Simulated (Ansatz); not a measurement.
# Electron scattering at the Σ5 (310) boundary in bcc Nb with Sn (substitutional), part 2 of 2

Aim: the relaxed structure and the specific resistance of the Σ5 (310) boundary in bcc Nb with Sn (substitutional).

Ansatz 0.2.0; Ansatz plane-wave DFT, PBE, PAW files; relaxation of a bicrystal slab with its lowest layers held; PAW set soft_1 (the session's first sound run).

So far. Step 2 (Relaxing the bicrystal): The largest force component on a free atom ends at 0.027 eV/Å, under the tolerance of 0.03, after 11 steps.

**3. Transmission across the boundary**

Bulk layers of each grain are laid under and over the relaxed boundary, and a lead is named in the middle of each, away from the free faces. The mesh across the current, 20×20, is finer than the density's, because channels open and close sharply across the zone. Energies from -0.1 to 0.1 eV in steps of 0.05 eV are too few for the program's thermal sum, so it prints no conductance; for a metal the transmission near the Fermi level serves, at a fraction of the cost.

This step: Ansatz plane-wave DFT, PBE, PAW files; ballistic transport by layer matching (Landauer), zero bias; boundary relaxed in a short slab, bulk layers laid on; PAW set soft_1 (Ansatz 0.2.0).

System of this step: Σ5 (310) boundary in bcc Nb with Sn (substitutional). The cell holds 42 atoms: 41 Nb and 1 Sn. Its edges and angles: a = 5.483 Å, b = 3.306 Å, c = 51.271 Å, α = 90.0°, β = 90.0°, γ = 72.5°. It derives from Nb. Regions: lower grain, 17 atoms (17 Nb); boundary, 12 atoms (11 Nb and 1 Sn); upper grain, 13 atoms (13 Nb). Vacuum lies along c.

input.yaml reads:

```yaml
crystal:
  lattice:
    - [5.4828782722, 0.0, 0.0]
    - [0.9968869586, 3.1524333588, 0.0]
    - [0.0, 0.0, 51.271165543]
  atoms:
    - { symbol: Nb, position: [-9.1999999998, -6.8999999998, 0.0780165607] }
    - { symbol: Nb, position: [-8.7999999998, -6.5999999998, 0.0984089948] }
    - { symbol: Nb, position: [-8.3999999998, -6.2999999999, 0.1188014289] }
    - { symbol: Nb, position: [-7.9999999998, -5.9999999999, 0.1391938629] }
    - { symbol: Nb, position: [-7.5999999998, -5.6999999999, 0.159586297] }
    - { symbol: Nb, position: [-7.1999999998, -5.3999999999, 0.1799787311] }
    - { symbol: Nb, position: [-6.7999999998, -5.0999999999, 0.2003711651] }
    - { symbol: Nb, position: [-6.3999999998, -4.7999999999, 0.2207635992] }
    - { symbol: Nb, position: [-5.9999999998, -4.4999999999, 0.2411560332] }
    - { symbol: Nb, position: [-5.5999999998, -4.1999999999, 0.2615484673] }
    - { symbol: Nb, position: [-5.1999999998, -3.9, 0.2819409014] }
    - { symbol: Nb, position: [-4.7999999998, -3.6, 0.3023333354] }
    - { symbol: Nb, position: [-4.3999999999, -3.3, 0.3227257695] }
    - { symbol: Nb, position: [-3.9999999999, -3.0, 0.3431182036] }
    - { symbol: Nb, position: [-3.5999999999, -2.7, 0.3635106376] }
    - { symbol: Nb, position: [-3.1999999999, -2.4, 0.3839030717] }
    - { symbol: Nb, position: [-2.7999999999, -2.1, 0.4042955058] }
    - { symbol: Nb, position: [0.6000000001, 0.1999999999, 0.4246879398] }
    - { symbol: Nb, position: [-0.0028012627, 0.5014006314, 0.4443180782] }
    - { symbol: Nb, position: [0.398380506, 0.800809747, 0.4652191834] }
    - { symbol: Nb, position: [0.8045415933, 0.0977292033, 0.4860125886] }
    - { symbol: Nb, position: [0.2013738018, 0.3993130991, 0.5059656164] }
    - { symbol: Nb, position: [0.5927028283, 0.7036485859, 0.5234056939] }
    - { symbol: Sn, position: [-0.0124062587, 0.0062031293, 0.5517549108] }
    - { symbol: Nb, position: [0.5448012, 0.7275994, 0.5767481889] }
    - { symbol: Nb, position: [0.1611198744, 0.4194400628, 0.5971826924] }
    - { symbol: Nb, position: [0.7655522182, 0.1172238909, 0.6160040584] }
    - { symbol: Nb, position: [0.3727269243, 0.8136365378, 0.6370655916] }
    - { symbol: Nb, position: [-0.0302537342, 0.5151268671, 0.6568817964] }
    - { symbol: Nb, position: [-2.4302537342, -1.7848731329, 0.6772742305] }
    - { symbol: Nb, position: [-2.8302537341, -2.0848731329, 0.6976666646] }
    - { symbol: Nb, position: [-3.2302537341, -2.3848731329, 0.7180590986] }
    - { symbol: Nb, position: [-3.6302537341, -2.6848731329, 0.7384515327] }
    - { symbol: Nb, position: [-4.0302537341, -2.9848731329, 0.7588439668] }
    - { symbol: Nb, position: [-4.4302537341, -3.2848731328, 0.7792364008] }
    - { symbol: Nb, position: [-4.8302537341, -3.5848731328, 0.7996288349] }
    - { symbol: Nb, position: [-5.2302537341, -3.8848731328, 0.8200212689] }
    - { symbol: Nb, position: [-5.6302537341, -4.1848731328, 0.840413703] }
    - { symbol: Nb, position: [-6.0302537341, -4.4848731328, 0.8608061371] }
    - { symbol: Nb, position: [-6.4302537341, -4.7848731328, 0.8811985711] }
    - { symbol: Nb, position: [-6.8302537341, -5.0848731328, 0.9015910052] }
    - { symbol: Nb, position: [-7.2302537341, -5.3848731328, 0.9219834393] }
kpoints:
  mp_grid: { grid: [8, 8, 1] }
hamiltonian:
  xc: pbe
  pseudopotentials: { kind: paw, azcp: { folder: soft_1 } }
scf:
  occupations: { method: fermi_dirac, width: 0.1 }
output:
  transmission:
    leads: [[9, 10], [34, 35]]
    kmesh: [20, 20]
    e_range: [-0.1, 0.1]
    de: 0.05
  write_potential: true
  write_density: true
  volumetric_format: npy
  elf: true
```

Launch:

```console
$ ansatz run input.yaml --threads 4 --pin off --max-ram 15360MiB --backend cpu --events-out ev --progress --plain --runs-dir out
```

Numbers of over 12 decimals in the logs are rounded to 6 here.

What it wrote:

```text
[...]
Crystal: 42 atoms, lattice volume = 886.192 Å³
Basis set: ecut = 420 eV, 17387 PW (Γ)
Bands: 329, of which v1, the nominal top of the filled ones, is band 274 counted from 1 (273 counted from 0)
Symmetry: 2 space group operations
[...]
k-points: 21 of 64 (time reversal used)
[...]
SCF iter   1: F=—  HF=-192693.259563 eV  |F-HF|=—  |Δ(HF+E_count)|=         —  Δρ=7.98e-2  dr2=1.08e3  ethr=3.10e-3  ⟨swp⟩=8.1  Hψ=29710  notcnv=0  defer=13
[...]
SCF iter  12: F=-192664.001441 eV  HF=-192664.001441 eV  |F-HF|=3.17e-9  |Δ(HF+E_count)|=   9.28e-9  Δρ=7.92e-7  dr2=1.06e-8  ethr=1.83e-11  ⟨swp⟩=20.5  Hψ=26189  notcnv=0
SCF 1 converged in 12 iterations: F = -192664.001441 eV  dr2 = 1.06e-8
[...]
transmission: 703 of 6993 steps passed
transmission: 1400 of 6993 steps passed
[...]
transmission: 6993 of 6993 steps passed
WARN: The output density's exchange-correlation potential varies sharply where the density is thin. Do not read a vacuum level from v_tot or v_xc, or from such a field of the output density. On a cell that repeats whose density bears no net charge and no dipole along the vacuum's axis use v_es (v_loc + v_h of the components); under efield.dipole_correction with no amplitude use v_es + v_field, which holds any externa [...]
SCF converged after 12 iterations
Free energy (F): -192664.001441 eV
[...]
Internal energy: -192662.156995 eV  (E = F + TS)
E sigma→0 (E₀):  -192663.079218 eV
Entropy (-TS):   -1.844446 eV (-43.915 meV/atom)
Fermi energy:    14.784919 eV
[...]
--- Band table (eV; the first three rows and the last of 21) ---
  k-point 0: bands = [... 270 lower, 15.0702, 15.0767, 15.0877, 15.1020, 15.1121, 15.1236, 15.1670, 15.1693, ... 51 higher]
  k-point 1: bands = [... 270 lower, 14.8084, 14.8353, 14.8448, 14.8863, 14.9231, 14.9510, 14.9646, 14.9948, ... 51 higher]
  k-point 2: bands = [... 270 lower, 14.4731, 14.4768, 14.5132, 14.5306, 14.5778, 14.6220, 14.6461, 14.6624, ... 51 higher]
  k-point 20: bands = [... 270 lower, 14.9696, 15.0390, 15.0446, 15.0744, 15.1384, 15.1829, 15.2020, 15.2206, ... 51 higher]
--- Transmission ---
  basis      : 157 plane waves across, 63 finite elements along
  points     : 111, standing for a mesh of 20 x 20
  energies   : 5 from -0.100000 to 0.100000 eV about the Fermi level, 0.050000 eV apart; the leads are filled to 0.000000 eV, and channels, transmission and decay are at 0.000000 eV
  crystal 0  : Nb2, at the sites [9, 10], period 2.0911 Å, over 18.82 Å; its Hamiltonian steps by up to 11.1 meV
    offset         : up to 0.0000 Å between an atom of the period and one for which it stands
    channels       : 4.187500e0 a spin
    conductance    : none, the energies end too early or step too widely for 300 K: set another output.transmission.e_range or a lower de, or, where they end at an eighth of basis.ecutwfc, a higher one
[...]
channels       : 4.187500e0 a spin
[...]
junction   : crystal 0 to crystal 1, 12.89 to 39.43 Å
    transmission   : 1.492920e0 a spin
[...]
```

Run time: 18 min. Hardware: 4 threads of Arm Neoverse V1, shared host; peak memory 9 GiB.

The column dr2 measures how far the density is from self-consistency, as an energy; F and HF (Harris–Foulkes) agree once it is small.

Numbers from this step:

```yaml
free_energy: -192664.0014 eV
energy_at_zero_smearing: -192663.0792 eV
fermi_energy: 14.78 eV
cell_area: 17.28 Å²
transmission_per_spin_nearest_the_fermi_level: 1.493
open_channels_per_spin_nearest_the_fermi_level: 4.188
open_channels_per_spin_upper_lead: 4.188
step_of_the_lead_s_potential: 11.1 meV
step_of_the_upper_lead_s_potential: 36.1 meV
```

Per spin. Transmission, zone mean against energy, zero at the Fermi level:

| energy (eV) | transmission, zone mean |
| --- | --- |
| -0.1000 | 1.61 |
| -0.0500 | 1.55 |
| 0.0000 | 1.49 |
| 0.0500 | 1.44 |
| 0.1000 | 1.39 |

Per spin. Table of open channels, zone mean by energy, zero at the Fermi level:

| energy (eV) | lead | upper lead |
| --- | --- | --- |
| -0.1000 | 4.71 | 4.71 |
| -0.0500 | 4.48 | 4.48 |
| 0.0000 | 4.19 | 4.19 |
| 0.0500 | 4.00 | 4.00 |
| 0.1000 | 3.91 | 3.92 |

Transmission over k1 and k2. At 0.0000 eV from the Fermi level.

Ten even steps from '_' (0.01) to '@' (2.37):
```
++**##%%%%%%%%##**++++++**@@@@@@@@**++++
++**##%%%%%%##**++====++**######**++====
==++########++========++########++======
==++******++==----::==============::----
==++++++++==--::__::============::__::--
**++++++**======--==++******++==--======
++++++++**%%%%####%%########%%####%%%%**
======##%%@@%%##**%%@@%%@@%%**##%%@@%%##
%%%%##%%@@@@##**++**####**++**##@@@@%%##
########%%##**++**********++**##%%######
%%##%%@@@@##**++**####**++**##@@@@%%##%%
==##%%@@%%##**%%@@%%@@%%**##%%@@%%##====
++**%%%%####%%########%%####%%%%**++++++
**======--==++******++==--======**++++++
==--::__::============::__::--==++++++++
==----::==============::----==++******++
========++########++========++########++
++====++**######**++====++**##%%%%%%##**
++++++**@@@@@@@@**++++++**##%%%%%%%%##**
++++**%%@@@@@@%%**++++++**%%@@@@@@%%**++
```
Columns: k1 (b1) from -0.5 to 0.45; rows upwards: k2 (b2) from -0.5 to 0.45.

Open channels over k1 and k2. At 0.0000 eV from the Fermi level.

Values, 12 rows by 16 columns, each cell a mean:
```
4.00 4.40 5.00 5.00 5.00 4.84 4.24 3.68 4.16 4.00 4.60 5.00 4.92 4.36 3.76 4.08
3.48 4.76 5.12 5.04 4.76 4.04 3.20 3.04 3.44 4.48 4.84 4.84 4.96 3.68 3.08 3.00
2.60 3.32 3.44 3.76 2.72 2.40 2.04 3.24 4.16 4.72 4.84 4.20 4.64 3.12 2.16 2.40
2.00 2.00 2.00 2.00 2.88 3.68 4.04 3.80 5.32 5.00 5.24 5.08 3.80 4.04 3.44 2.16
3.28 2.96 3.68 4.48 4.88 5.36 5.12 4.80 5.16 4.92 4.92 5.00 5.64 5.08 5.08 4.04
6.00 6.08 6.08 6.00 5.56 5.00 4.16 4.00 4.88 4.24 4.00 4.80 5.92 5.76 6.36 5.80
4.76 5.00 5.60 5.12 5.80 4.76 4.40 4.88 4.88 4.40 5.00 5.56 5.12 5.44 4.60 4.36
2.24 2.96 4.40 4.64 4.84 5.24 5.24 5.00 5.40 4.60 4.84 4.52 3.56 2.52 2.28 2.04
2.00 2.00 2.12 3.32 3.76 4.64 5.00 4.52 4.24 2.88 2.40 2.16 2.12 2.36 2.00 2.48
3.00 3.00 3.00 3.80 5.36 4.64 4.64 5.04 3.48 3.00 3.00 3.64 4.52 5.24 5.24 4.52
3.72 3.32 3.56 4.12 5.00 5.00 4.52 4.04 3.36 3.44 3.92 4.80 5.00 5.00 5.00 4.36
4.08 4.24 4.36 4.92 5.00 5.00 4.40 4.00 4.32 4.00 4.60 5.00 5.00 5.00 4.64 4.08
```
Columns: k1 (b1) from -0.5 to 0.45; rows upwards: k2 (b2) from -0.5 to 0.45.

Valence density in the cb plane at fractional x = 0.000, with atoms of Nb and Sn within 0.2 Å of it. It is the smooth field of the valence electrons, not physical close to the nuclei.

Ten steps, logarithmic in the rise over the least value, from '0' (0 e/Å³) to '9' (11 e/Å³), each cell a mean:
```
11222111111011222100026898520001111000111112
11111112332111121100013675310011111112332111
11111125675311111210001232101233211124665311
22111136887410012221000000001344311136887521
22110147887510012221000000001344311136887521
22111136776410112211001111001233211125776411
11111113554211111110012454210122111113554211
11221111111111222100025787410001111011111112
11222110000011232100026998520001111000000112
```
Columns run along c (16.0 Å, from fractional 0.38 to 0.69 of the cell), rows up along b (3.3 Å). Atoms in or near the plane, at fractional coordinates: Nb at (0.44, 0.50), Sn at (0.55, 0.01), Nb at (0.66, 0.52).

ELF in the cb plane at fractional x = 0.000, with atoms of Nb and Sn within 0.2 Å of it. It is the smooth field of the valence electrons, not physical close to the nuclei.

Ten even steps from '0' (0.00) to '9' (0.71), each cell a mean:
```
53222355334532233344542000345444322455334432
43333433333343233334553223454233444543333333
23345436998335443322454434542234345436997434
22356349869625543322245444432355335338879635
23356349649625532322245544422465335339759735
22345438999435543322355444532344345437999535
33334434665344333333454333453233345533665333
53322343223442223334543101355334333453223432
53322256545532233335542000245544322366545532
```
Columns run along c (16.0 Å, from fractional 0.38 to 0.69 of the cell), rows up along b (3.3 Å). Atoms in or near the plane, at fractional coordinates: Nb at (0.44, 0.50), Sn at (0.55, 0.01), Nb at (0.66, 0.52).

Electrostatic potential energy in the cb plane at fractional x = 0.000, with atoms of Nb and Sn within 0.2 Å of it. With pseudopotentials it is smooth inside the atoms' cores, unlike the true potential.

Ten even steps from '0' (-45 eV) to '9' (16 eV), each cell a mean:
```
99888999999999888999985897589999999999999998
99999998778999989999996555799999999998778999
99999985224799999999998778999878899986224799
88999972001599998889999999998766899973001589
88999961000589998888999999998656799972000589
88999973002699999889999889999877899984102699
99999997556899999999997556899988999997556899
99889999989999889999985675689999999999989998
99888999999998878999975998589999999999999997
```
Columns run along c (16.0 Å, from fractional 0.38 to 0.69 of the cell; values clipped at the 3rd and 97th percentile), rows up along b (3.3 Å). Atoms in or near the plane, at fractional coordinates: Nb at (0.44, 0.50), Sn at (0.55, 0.01), Nb at (0.66, 0.52).

Over the solved energies the transmission per spin lies between 1.39 and 1.61, out of 4.26 channels of the lead on average (up to 4.71). The log calls the step of a lead's potential too much.

**4. Specific resistance**

This step: Ansatz plane-wave DFT, PBE, PAW files; ballistic transport by layer matching (Landauer), zero bias; specific resistance of the boundary; PAW set soft_1 (Ansatz 0.2.0).

Numbers from this step:

- area resistance: 0.9674 fΩ m²
- T over the leads' mean channel count: 0.3513

Averaged over the energies near the Fermi level, 35.1 % of the channels pass, which makes 0.967 fΩ m².

By hand, with T and the leads' channels N averaged over the energies near the Fermi level: RA = A (h/2e²)(1/T − ½[1/N₁ + 1/N₂]) = 17.28×10⁻²⁰ m² × 12 906 Ω × (1/1.496 − ½[1/4.256 + 1/4.258]) = 0.967 fΩ m².

**5. Outcome**

| Quantity | Value |
| --- | --- |
| specific resistance of the boundary | 0.967 fΩ m² |
| share of channels that pass | 0.351 |

In words: The boundary has a specific resistance of 0.97 fΩ m². The boundary reflects 65 % of the channels; 0.97 fΩ m² is 9.7×10⁻¹² Ω·cm². One Sn in 17.3 Å² of boundary is a high coverage. Each plane of this narrow cell holds one atom, so the solute fills a whole plane. One starting structure was relaxed; another shift or atom count at the boundary may lie lower. A lead's potential steps by up to 36 meV from period to period, which the log calls too much, so longer leads could move the result.

[Logs are printed without paths, hosts, clocks, repeated set-up lines and the standing remarks that a program may print on its own settings, such as how far it seeks lower states.]

[Hosts, paths, dates, database ids (printed as entryN), source tags and the programs' standing remarks are cut or masked in the printed files.]
